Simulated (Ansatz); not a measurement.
Pressure against volume: Ni

```
CELL_PARAMETERS angstrom
2.44802 0.00000 0.00000
-1.22401 2.12005 0.00000
0.00000 0.00000 4.07281
ATOMIC_POSITIONS crystal
Ni 0.33333 0.66667 0.25000
Ni 0.66667 0.33333 0.75000
```

Structure from Materials Project entry mp-10257 (possibly hypothetical), not relaxed further.

Other magnetic orders may lie lower; this is the state that the run reached.

All numbers are computed: DFT, LDA, all-electron LAPW, scalar-relativistic (Ansatz 0.2.0); DFT, LDA, PAW with Ansatz's default frozen-core files, scalar-relativistic (Ansatz 0.2.0).

For LAPW: a Γ-centred 15×15×8 k mesh, Fermi–Dirac smearing of 0.08 eV, basis error target 1 meV/atom, spin-polarised from start moments Ni1 1.5, Ni2 1.5 μB. PAW takes a cutoff of 420 eV at this cell (files made with PBE, cores remade for this functional). The Ansatz runs share mesh, smearing and spin set-up. Plane-wave (PAW) pressures include the program's estimate of the Pulay term.

The cell above is scaled evenly, with fractional coordinates and shape held.

```json
{"V/V(cell)": "0.9405", "V (Å³/atom)": "9.940", "P, LAPW (GPa)": "3.45", "P, PAW (GPa)": "3.54", "moment, LAPW (μB)": "1.22", "free energy over the lowest listed, PAW (meV/atom)": "0.0"}
{"V/V(cell)": "0.9700", "V (Å³/atom)": "10.252", "P, LAPW (GPa)": "-4.25", "P, PAW (GPa)": "-4.16", "moment, LAPW (μB)": "1.24", "free energy over the lowest listed, PAW (meV/atom)": "0.8"}
{"V/V(cell)": "1.0000", "V (Å³/atom)": "10.569", "P, LAPW (GPa)": "-10.77", "P, PAW (GPa)": "-10.69", "moment, LAPW (μB)": "1.25", "free energy over the lowest listed, PAW (meV/atom)": "15.7"}
{"V/V(cell)": "1.0300", "V (Å³/atom)": "10.886", "P, LAPW (GPa)": "-16.19", "P, PAW (GPa)": "-16.12", "moment, LAPW (μB)": "1.27", "free energy over the lowest listed, PAW (meV/atom)": "42.4"}
{"V/V(cell)": "1.0600", "V (Å³/atom)": "11.203", "P, LAPW (GPa)": "-20.69", "P, PAW (GPa)": "-20.62", "moment, LAPW (μB)": "1.28", "free energy over the lowest listed, PAW (meV/atom)": "78.9"}
```

What do Birch–Murnaghan fits to the pressures give?

LAPW: V0 = 10.07 Å³/atom, B0 = 252 GPa, B0′ = 4.9; PAW: V0 = 10.08 Å³/atom, B0 = 252 GPa, B0′ = 4.9.

PAW's V0 lies 0.03 % from the all-electron value and its B0 -0.1 %. With shape and internal coordinates held, B0 is an upper bound to the relaxed modulus.
